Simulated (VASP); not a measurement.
# Sm (I4/mmm) in VASP: notebook

One crystal, Sm, is run at these levels: PBE; tasks: single point.

Everything below comes from runs of VASP 6.6.1. Logs are shortened: lines on timing, memory, paths and dates and some standing lists are left out, and cuts for length are marked.

**1. The crystal as given**

Symmetry: I4/mmm, No. 139, tetragonal system. The conventional cell has a = 3.635 Å, b = 3.635 Å, c = 5.122 Å, α = 90.00°, β = 90.00°, γ = 90.00°. Around Sm (site symmetry 4/mmm) lie 12 Sm at 3.63 Å.

This isn't the form of Sm at room conditions, which is rhombohedral.

**2. Single point, PBE, collinear spin, ferromagnetic start**

INCAR reads:

```
PREC = Accurate ; ENCUT = 460
EDIFF = 1E-6 ; ISMEAR = -1
SIGMA = 0.15 ; LREAL = F
LASPH = T ; NELM = 100
ALGO = Normal ; ISIF = 2
LWAVE = F ; LCHARG = F
ISPIN = 2 ; MAGMOM = 5
LORBIT = 11 ; LMAXMIX = 6
GGA = PE ; NBANDS = 18
ADDGRID = F
```

KPOINTS reads:

```
regular mesh
0
Gamma
  7 7 7
```

POSCAR reads:

```
Sm
1.0
   -1.8173030691      1.8173030691      2.5609871902
    1.8173030691     -1.8173030691      2.5609871902
    1.8173030691      1.8173030691     -2.5609871902
Sm
1
Direct
    0.0000000000      0.0000000000      0.0000000000
```

Potentials or basis: VASP PAW PBE potentials, release 64 (Sm).

Command:

```
$ cat potpaw_PBE.64/Sm/POTCAR > POTCAR
$ mpirun -np 1 vasp_std > vasp.out
```

OUTCAR:

```text
PREC = Accurate
   ENCUT = 460
   EDIFF = 1E-6
   ISMEAR = -1
   LREAL = F
   LASPH = T
   NELM = 100
   ISIF = 2
   ISPIN = 2
   LORBIT = 11
   GGA = PE

 Found     40 irreducible k-points:

 Following reciprocal coordinates:
            Coordinates               Weight
  0.000000  0.000000  0.000000      1.000000
  0.142857 -0.000000  0.000000      8.000000
  0.285714 -0.000000  0.000000      8.000000
  0.428571  0.000000 -0.000000      8.000000
  0.142857  0.142857  0.000000      8.000000
  0.285714  0.142857 -0.000000     16.000000
   k-points           NKPTS =     40   k-points in BZ     NKDIM =     40   number of bands    NBANDS=     18
   number of dos      NEDOS =    301   number of ions     NIONS =      1
   total plane-waves  NPLWV =  21952
   dimension x,y,z NGX =    28 NGY =   28 NGZ =   28
   dimension x,y,z NGXF=    56 NGYF=   56 NGZF=   56
   ions per type =               1
   NGX,Y,Z   is equivalent  to a cutoff of  12.83, 12.83, 12.83 a.u.
   NGXF,Y,Z  is equivalent  to a cutoff of  25.66, 25.66, 25.66 a.u.
 SYSTEM =  unknown system
   PREC   = accura    normal or accurate (medium, high low for compatibility)
   ISTART =      0    job   : 0-new  1-cont  2-samecut
   ICHARG =      2    charge: 1-file 2-atom 10-const
   ISPIN  =      2    spin polarized calculation?
   LNONCOLLINEAR =      F non collinear calculations
   LSORBIT =      F    spin-orbit coupling
   LASPH  =      T    aspherical Exc in radial PAW
   ENCUT  =  460.0 eV  33.81 Ry    5.81 a.u.   6.34  6.34  6.34*2*pi/ulx,y,z
   NELM   =    100;   NELMIN=  2; NELMDL= -5     # of ELM steps
   EDIFF  = 0.1E-05   stopping-criterion for ELM
   LREAL  =      F    real-space projection
   EDIFFG = 0.1E-04   stopping-criterion for IOM
   NSW    =      0    number of steps for IOM
   IBRION =     -1    ionic relax: 0-MD 1-quasi-New 2-CG
   NFREE  =      0    steps in history (QN), initial steepest desc. (CG)
   ISIF   =      2    stress and relaxation
   ISYM   =      2    0-nonsym 1-usesym 2-fastsym
   POTIM  = 0.5000    time-step for ionic-motion
   TEBEG  =    0.0;   TEEND  =   0.0 temperature during run
   PSTRESS=    0.0 pullay stress
   NELECT =      16.0000    total number of electrons
   NUPDOWN=      -1.0000    fix difference up-down
   EMIN   =  10.00;   EMAX   =-10.00  energy-range for DOS
   EFERMI =   0.00;   METHOD = LEGACY
   ISMEAR =    -1;   SIGMA  =   0.15  broadening in eV -4-tet -1-fermi 0-gaus
   EFERMI_NEDOS =   21; number of points for ismear=-14 and -15
   IALGO  =     38    algorithm
   IMIX   =      4    mixing-type and parameters
     AMIX     =   0.40;   BMIX     =  1.00
     AMIX_MAG =   1.60;   BMIX_MAG =  1.00
  volume/ion in A,a.u.               =      33.83       228.31
  Fermi-wavevector in a.u.,A,eV,Ry     =   1.275481  2.410310 22.134675  1.626853
  Thomas-Fermi vector in A             =   2.408191
   LORBIT       =     11    0 simple, 1 ext, 2 COOP (PROOUT), +10 PAW based schemes
   GGA     = PE    functional components
   LHFCALC =     F    Hartree Fock is set to
   AEXX    =    0.0000 exact exchange contribution
   IVDW    =     0    specifies the selected vdW correction
   LEPSILON=     F    determine dielectric tensor
   LRPA    =     F    only Hartree local field effects (RPA)
 spin polarized calculation
  energy-cutoff  :      460.00
  volume of cell :       33.83
 maximum number of plane-waves:       769
 NGX is ok and might be reduce to    28
   NGX = 13   NGY = 13   NGZ = 13

 number of electron      15.9999999 magnetization       6.4607863

 Free energy of the ion-electron system (eV)
  ---------------------------------------------------
  ext. energy  EPLUGINS =         0.00000000
  ---------------------------------------------------
  free energy    TOTEN  =        -9.53662506 eV

  energy without entropy =       -9.09439153  energy(sigma->0) =       -9.31550830

 E-fermi :   3.1127     XC(G=0):  -9.7844

 val. band max:        3.1023618013   @ k =   0.2857   0.2857   0.1429
 cond. band min:       3.1207736329   @ k =   0.4286   0.2857   0.1429
 fundamental gap:      0.0184118316
 Fermi energy:         3.1127052778

 spin component 1

 k-point     1 :       0.0000    0.0000    0.0000
  band No.  band energies     occupation
      1     -36.9503      1.00000
      2     -16.0854      1.00000
      3     -16.0854      1.00000
      4     -16.0843      1.00000
      5      -1.4210      1.00000
      6       2.6322      0.96095
[... 10 lines left out ...]
     17       7.4169      0.00000
     18      12.1938      0.00000

 k-point     2 :       0.1429   -0.0000    0.0000
  band No.  band energies     occupation
      1     -36.9314      1.00000
      2     -16.2863      1.00000
      3     -16.1101      1.00000
      4     -16.1085      1.00000
      5      -0.8571      1.00000
      6       2.6015      0.96796
[... 10 lines left out ...]
     17       7.1915      0.00000
     18      13.1254      0.00000
[... 64 lines left out ...]
 k-point     6 :       0.2857    0.1429   -0.0000
  band No.  band energies     occupation
      1     -36.8643      1.00000
      2     -16.8156      1.00000
      3     -16.3361      1.00000
      4     -16.1788      1.00000
      5       1.1305      1.00000
      6       2.6303      0.96143
[... 10 lines left out ...]
     17       9.3894      0.00000
     18      12.7601      0.00000

 [... further k-points ...]

 spin component 2

 k-point     1 :       0.0000    0.0000    0.0000
  band No.  band energies     occupation
      1     -34.2740      1.00000
      2     -14.0031      1.00000
      3     -14.0031      1.00000
      4     -14.0022      1.00000
      5      -0.2402      1.00000
      6       6.1194      0.00000
[... 10 lines left out ...]
     17       8.6153      0.00000
     18      14.1129      0.00000

 k-point     2 :       0.1429   -0.0000    0.0000
  band No.  band energies     occupation
      1     -34.2515      1.00000
      2     -14.2353      1.00000
      3     -14.0309      1.00000
      4     -14.0292      1.00000
      5       0.3455      1.00000
      6       5.3007      0.00000
[... 10 lines left out ...]
     17       8.4850      0.00000
     18      14.6732      0.00000
[... 64 lines left out ...]
 k-point     6 :       0.2857    0.1429   -0.0000
  band No.  band energies     occupation
      1     -34.1716      1.00000
      2     -14.8383      1.00000
      3     -14.2883      1.00000
      4     -14.1073      1.00000
      5       2.4046      0.99117
      6       4.6998      0.00003
[... 10 lines left out ...]
     17      10.7491      0.00000
     18      14.0045      0.00000

 [... further k-points ...]
[... 5 lines left out ...]
  --------------------------------------------------------------------------------------
  -------------------------------------------------------------------------------------
  Total        0.5423906      0.5423906      0.5507868      0.0000000      0.0000000      0.0000000
  in kB       25.6862426     25.6862426     26.0838667      0.0000000      0.0000000      0.0000000
  external PRESSURE =      25.8187840 kB  Pullay stress =       0.0000000 kB

 VOLUME and BASIS-vectors are now :
 -----------------------------------------------------------------------------
  energy-cutoff  :      460.00
  volume of cell :       33.83
      direct lattice vectors                 reciprocal lattice vectors
    -1.817303069  1.817303069  2.560987190     0.000000000  0.275132975  0.195237212
     1.817303069 -1.817303069  2.560987190     0.275132975  0.000000000  0.195237212
     1.817303069  1.817303069 -2.560987190     0.275132975  0.275132975  0.000000000

 POSITION                                       TOTAL-FORCE (eV/Angst)
 -----------------------------------------------------------------------------------
      0.00000      0.00000      0.00000        -0.000000      0.000000      0.000000
 -----------------------------------------------------------------------------------
    total drift:                               -0.000000     -0.000000     -0.000000

  FREE ENERGIE OF THE ION-ELECTRON SYSTEM (eV)
  ---------------------------------------------------
  free  energy   TOTEN  =        -9.5366250620 eV

  energy  without entropy=       -9.0943915310  energy(sigma->0) =       -9.31550830

 total charge

# of ion       s       p       d       f       tot
--------------------------------------------------
    1        2.082   5.607   0.471   5.501  13.661

 magnetization (x)

# of ion       s       p       d       f       tot
--------------------------------------------------
    1       -0.003  -0.061   0.245   5.493   5.675
```

OSZICAR:

```text
N       E                     dE             d eps       ncg     rms          rms(c)
DAV:   1     0.880355357137E+02    0.88036E+02   -0.53133E+03  3504   0.327E+03
DAV:   2     0.438324714543E+01   -0.83652E+02   -0.75006E+02  3692   0.244E+02
DAV:   3    -0.650415209360E+01   -0.10887E+02   -0.10500E+02  4358   0.863E+01
DAV:   4    -0.755677519334E+01   -0.10526E+01   -0.10046E+01  5556   0.218E+01
DAV:   5    -0.760688729378E+01   -0.50112E-01   -0.49961E-01  4892   0.500E+00    0.298E+01
DAV:   6    -0.126853983459E+02   -0.50785E+01   -0.86540E+00  3776   0.707E+01    0.308E+01
DAV:   7    -0.974244652600E+01    0.29430E+01   -0.78574E+00  3344   0.398E+01    0.187E+01
DAV:   8    -0.961021580954E+01    0.13223E+00   -0.63166E-01  5198   0.106E+01    0.116E+01
DAV:   9    -0.952764575540E+01    0.82570E-01   -0.19767E-01  4110   0.898E+00    0.760E+00
DAV:  10    -0.954408676867E+01   -0.16441E-01   -0.25077E-02  4672   0.236E+00    0.479E+00
DAV:  11    -0.953619615431E+01    0.78906E-02   -0.70415E-03  5016   0.124E+00    0.325E+00
DAV:  12    -0.953739927778E+01   -0.12031E-02   -0.42754E-03  4420   0.115E+00    0.902E-01
DAV:  13    -0.953682447339E+01    0.57480E-03   -0.77556E-03  3864   0.179E+00    0.700E-01
DAV:  14    -0.953677873708E+01    0.45736E-04   -0.24635E-04  5366   0.149E-01    0.493E-01
DAV:  15    -0.953663856080E+01    0.14018E-03   -0.18391E-04  4070   0.269E-01    0.102E-01
DAV:  16    -0.953662436934E+01    0.14191E-04   -0.38143E-05  5048   0.104E-01    0.464E-02
DAV:  17    -0.953662506204E+01   -0.69269E-06   -0.65415E-06  4604   0.435E-02
   1 F= -.95366251E+01 E0= -.93155083E+01  d E =-.442234E+00  mag=     6.4607
```

Wall time 45 s (1 thread of Intel Xeon Platinum 8559C (Emerald Rapids), shared host); peak memory 0.19 GiB.

These settings aren't checked as converged: the numbers below hold their error.

What came out:

| Property | Result |
| --- | --- |
| Free energy | -9.5366 eV |
| Pressure | 2.6 GPa |
| Band gap on the k mesh | none (metal or under the smearing width) |
| Net moment | 6.46 μB per cell |
| Site moments | Sm +5.67 μB |
| Valence electrons inside the program's atomic spheres | Sm 13.66 |

Caveat: the magnetic or orbital state may not be the lowest; spin-orbit coupling is left out, which moves the levels of the heavy elements.

**3. Single point, PBE, collinear spin, ferromagnetic start**

INCAR is that of step 2.

KPOINTS is that of step 2.

POSCAR reads:

```
Sm
1.0
   -1.8424340000      1.8281900000      2.5309280000
    1.8521830000     -1.8921630000      2.5832430000
    1.7732950000      1.8230240000     -2.5763240000
Sm
1
Direct
    0.0008670000     -0.0165060000      0.0081580000
```

Potentials or basis: VASP PAW PBE potentials, release 64 (Sm).

Command:

```
$ cat potpaw_PBE.64/Sm/POTCAR > POTCAR
$ mpirun -np 1 vasp_std > vasp.out
```

It took 2.9 min on 1 thread of Intel Xeon Platinum 8559C (Emerald Rapids), shared host; peak memory 0.29 GiB.

These settings aren't checked as converged: the numbers below hold their error.

Results:

* Free energy: -9.5341 eV
* Pressure: 2.6 GPa
* Band gap on the k mesh: none (metal or under the smearing width)
* Net moment: 6.46 μB per cell
* Site moments: Sm +5.67 μB
* Valence electrons inside the program's atomic spheres: Sm 13.66

Caveat: the magnetic or orbital state may not be the lowest; spin-orbit coupling is left out, which moves the levels of the heavy elements.

**4. Single point, PBE, collinear spin, ferromagnetic start**

Edit INCAR of step 3 so:

```diff
@@ -1,2 +1,2 @@
-PREC = Accurate ; ENCUT = 460
+PREC = Accurate ; ENCUT = 650
 EDIFF = 1E-6 ; ISMEAR = -1
```

KPOINTS reads:

```
regular mesh
0
Gamma
  6 6 6
```

POSCAR reads:

```
Sm
1.0
   -1.8173030691      1.8173030691      2.5609871902
    1.8173030691     -1.8173030691      2.5609871902
    1.8173030691      1.8173030691     -2.5609871902
Sm
1
Direct
    0.0000000000      0.0000000000      0.0000000000
```

Command:

```
$ cat potpaw_PBE.64/Sm/POTCAR > POTCAR
$ mpirun -np 1 vasp_std > vasp.out
```

It took 51 s on 1 thread of Intel Xeon Platinum 8559C (Emerald Rapids), shared host; peak memory 0.21 GiB.

The run converged, but some of its settings lie outside the range that counts as converged, so its numbers aren't taken as properties of the crystal.

What came out:

```
Free energy                                           : -9.5414 eV
Pressure                                              : 3.3 GPa
Band gap on the k mesh                                : none (metal or under the smearing width)
Net moment                                            : 6.43 μB per cell
Site moments                                          : Sm +5.66 μB
Valence electrons inside the program's atomic spheres : Sm 13.66
```

Caveat: the k mesh is coarse (spacing up to 0.41 Å⁻¹), so the values aren't converged; the magnetic or orbital state may not be the lowest; spin-orbit coupling is left out, which moves the levels of the heavy elements.

**5. For comparison**

An earlier run on the cell as given: functional PBE; potentials or basis VASP PAW PBE potentials, release 64 (Sm); cutoff 520 eV; k mesh 10 × 10 × 10; occupations fermi-dirac, width 0.05 eV; collinear spin, ferromagnetic start; starting moments [5.0] μB.

* Pressure: 2.8 GPa
* Band gap on the k mesh: none (metal or under the smearing width)
* Net moment: 6.56 μB per cell
* Site moments: Sm +5.71 μB
* Valence electrons inside the program's atomic spheres: Sm 13.66
